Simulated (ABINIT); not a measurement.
Here is an ABINIT 10.8.3 (patched build) calculation.

The input run.abi:

```
# Pseudopotentials
pp_dirpath "./"
pseudos "Zr.upf, B.upf"

# Structure
acell 3*1.0
rprim
     5.9904318151     0.0000000000     0.0000000000
    -2.9952159075     5.1878661315     0.0000000000
     0.0000000000     0.0000000000     6.6764023983
ntypat 2
znucl 40 5
natom 3
typat 1 2 2
xcart
     0.0000000000     0.0000000000     0.0000000000
     1.5850000002     0.9151001766     1.7665000000
    -0.0000000002     1.8302003534     1.7665000000 Angstrom

# Plane-wave basis
ecut 34.0

# k points
kptopt 1
ngkpt 8 8 6
nshiftk 1
shiftk 0.0 0.0 0.0

# Exchange and correlation
ixc -116133

# Bands and occupations
nband 13
occopt 3
tsmear 0.05 eV

# SCF cycle
nstep 100
tolvrs 1.0e-10

# Output
iomode 3
prtwf 0
prteig 0
prtebands 0
enunit 2
prtden 1
prtvha 1
prtvclmb 1
prtpot 1
prtelf 1
```

Potentials or basis: PseudoDojo NC SR PBEsol v0.4.1 standard.

Run with:

```sh
$ abinit run.abi > log 2>&1
```

Problem. Predict the pressure.

Solution. -3.9 GPa.

Problem. What does it give for the band gap on the k mesh?

Solution. None (metal or under the smearing width).

Stress tensor (GPa, compression positive):
```
-3.65  0.00  0.00
 0.00 -3.65  0.00
 0.00  0.00 -4.41
```
